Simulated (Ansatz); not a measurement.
Take KF in the rock salt structure (space group Fm-3m, No. 225; a = 5.421 Å) as the base.

(Cell as relaxed with PBE.)

Levels (all Ansatz, an electronic-structure program, PAW): PBE (420 eV, no SOC); r2SCAN (500 eV, scalar-relativistic without spin-orbit coupling).

Each level relaxes its own structure.

```csv
base,PBE,r2SCAN
volume per atom,19.91 Å³,18.80 Å³
lattice parameter a,5.421 Å,5.318 Å
band gap,5.96 eV,6.91 eV
```

Perturbation: cell and atoms relaxed at a pressure of 30 GPa.

```json
[
 {"quantity": "lattice parameter a", "PBE": "4.752 Å", "r2SCAN": "(withheld)"},
 {"quantity": "band gap", "PBE": "8.00 eV", "r2SCAN": "(withheld)"},
 {"quantity": "electron mass", "PBE": "1.3 mₑ along k, 0.55 mₑ across (at X)", "r2SCAN": "(withheld)"}
]
```

Q: What does r2SCAN give?

A: 
- lattice parameter a, r2SCAN: 4.727 Å
- band gap, r2SCAN: 8.50 eV
- electron mass, r2SCAN: 1.2 mₑ along k, 0.53 mₑ across (at X)

PBE's lattice parameter a lies 0.025 Å above r2SCAN's (0.5 %); PBE's band gap lies 0.492 eV below r2SCAN's. Neither level is exact; r2SCAN is the comparison here, not a measurement.

Load acts through the strain it causes; cell and atoms are relaxed under it. Effective masses come from finite differences of ±0.01 Å⁻¹. Along k means along the line from Γ to the band edge. Whether these cells are dynamically stable was not tested. Competing high-pressure phases were not computed.
